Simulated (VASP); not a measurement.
Write the native input for VASP 6.6.1 that does the following.

* Task: density of states
* Functional: rev-vdW-DF2
* Potentials or basis: VASP PAW PBE potentials, release 64 (Ta_pv, C)
* Cutoff: 520 eV
* k mesh: 10 × 10 × 6
* Occupations: gaussian, width 0.01 eV
* Spin: no spin polarisation
* Hubbard terms: Ta d U = 8 eV
* k mesh for the DOS: 15 × 15 × 9
* Further INCAR settings: ALGO = Normal; EDIFF = 1e-06

The structure of Ta2C lies in POSCAR:

```
Ta C 
 1.0000000000000000
     2.9763341900000002    0.0000000000000000    0.0000000000000000
    -1.4881670949999994    2.5775810186921806    0.0000000000000000
     0.0000000000000000    0.0000000000000000    4.7400558400000001
 Ta  C  
   2   1
Cartesian
  1.4881670951488168  0.8591936728114741  3.5455143677616001
 -0.0000000001488162  1.7183873458807066  1.1945414722383998
  0.0000000000000000  0.0000000000000000  0.0000000000000000
```

The cell isn't the ideal one: volume scaled by 0.88.

One way to write it, as run:

Ta2C.cif

```cif
data_Ta2C
_cell_length_a 2.97633419
_cell_length_b 2.97633419
_cell_length_c 4.74005584
_cell_angle_alpha 90.00000000
_cell_angle_beta 90.00000000
_cell_angle_gamma 120.00000000
_space_group_name_H-M_alt 'P-3m1'
_space_group_name_Hall '-P 3 2"'
_space_group_IT_number 164
loop_
_space_group_symop_operation_xyz
'x,y,z'
'-x,-y,-z'
'-y,x-y,z'
'y,-x+y,-z'
'-x+y,-x,z'
'x-y,x,-z'
'y,x,-z'
'-y,-x,z'
'x-y,-y,-z'
'-x+y,y,z'
'-x,-x+y,-z'
'x,x-y,z'
loop_
_atom_site_label
_atom_site_type_symbol
_atom_site_symmetry_multiplicity
_atom_site_Wyckoff_symbol
_atom_site_fract_x
_atom_site_fract_y
_atom_site_fract_z
_atom_site_occupancy
Ta1 Ta 2 d 0.6666666667 0.3333333333 0.7479900000 1
C1 C 1 a 0.0000000000 0.0000000000 0.0000000000 1
```

INCAR.step1

```
PREC = Accurate
ENCUT = 520
EDIFF = 1E-6
ISMEAR = 0
SIGMA = 0.01
LREAL = False
LASPH = True
NELM = 80
ALGO = Normal
ISIF = 2
LWAVE = False
LCHARG = True
LMAXMIX = 4
LDAU = True
LDAUTYPE = 2
LDAUL = 2 -1
LDAUU = 8 0
LDAUJ = 0 0
LDAUPRINT = 1
GGA = MK
LUSE_VDW = True
AGGAC = 0.0
PARAM1 = 0.1234
PARAM2 = 0.711357
ZAB_VDW = -1.8867
```

KPOINTS.step1

```
regular mesh
0
Gamma
  10 10 6
```

INCAR.step2

```
PREC = Accurate
ENCUT = 520
EDIFF = 1E-6
ISMEAR = -5
SIGMA = 0.01
LREAL = False
LASPH = True
NELM = 80
ALGO = Normal
ISIF = 2
LWAVE = False
LCHARG = False
LMAXMIX = 4
LDAU = True
LDAUTYPE = 2
LDAUL = 2 -1
LDAUU = 8 0
LDAUJ = 0 0
LDAUPRINT = 1
GGA = MK
LUSE_VDW = True
AGGAC = 0.0
PARAM1 = 0.1234
PARAM2 = 0.711357
ZAB_VDW = -1.8867
LORBIT = 11
NEDOS = 1001
ICHARG = 11
```

KPOINTS.step2

```
regular mesh
0
Gamma
  15 15 9
```

Potentials or basis: VASP PAW PBE potentials, release 64 (Ta_pv, C).

Command:

```bash
$ ase convert -i cif -o vasp Ta2C.cif POSCAR
$ cat potpaw_PBE.64/Ta_pv/POTCAR potpaw_PBE.64/C/POTCAR > POTCAR
$ cp INCAR.step1 INCAR
$ cp KPOINTS.step1 KPOINTS
$ mpirun -np 1 vasp_std > vasp.out
$ cp INCAR.step2 INCAR
$ cp KPOINTS.step2 KPOINTS
$ mpirun -np 1 vasp_std > vasp.out
```

It gave:

The valence electrons inside the program's atomic spheres are Ta 9.01; C 2.68.

Caveat: U without spin polarisation on a metal has little footing; the U is typed as a test and isn't derived for this compound.

It took 2.1 min on 1 thread of Intel(R) Xeon(R) Platinum 8488C (Sapphire Rapids), with other jobs on the host, peak memory 0.4 GiB.
